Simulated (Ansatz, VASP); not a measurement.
# Cs2I in VASP and in Ansatz

```
CELL_PARAMETERS angstrom
0.00000 4.76627 4.76627
4.76627 0.00000 4.76627
4.76627 4.76627 0.00000
ATOMIC_POSITIONS crystal
Cs 0.25000 0.25000 0.25000
Cs 0.75000 0.75000 0.75000
I 0.00000 0.00000 0.00000
```

Alike in both runs: functional PBE; k mesh 10 × 10 × 10; occupations gaussian, width 0.1 eV; no spin polarisation.

Ansatz relaxed the structure, and its values are those at the end. VASP's run is a single point on that final structure, the one shown.

```csv
,VASP,Ansatz
version,VASP 6.6.1,Ansatz 0.2.0
potentials or method,"VASP PAW PBE potentials, release 64 (Cs_sv, I)","scalar-relativistic, plane waves, PAW"
plane-wave cutoff (eV),520,420
valence electrons in the cell,25,35
```

```tsv
	VASP	Ansatz	Ansatz less VASP
gap on the k mesh at the Fermi level (eV)	none	none	-
pressure (GPa)	0.0	0.0	-0.01
```

A gap of «none» marks a metal or a gap that the smearing closes. With one functional, cell and mesh, what is left measures potentials, basis and numerics. The two sets of potentials don't hold the same shells in valence.

Caveats: an odd number of electrons without spin polarisation forces a metal; a magnetic or distorted state may lie lower. The runs have no spin-orbit coupling, so splittings on Cs, I are missing.
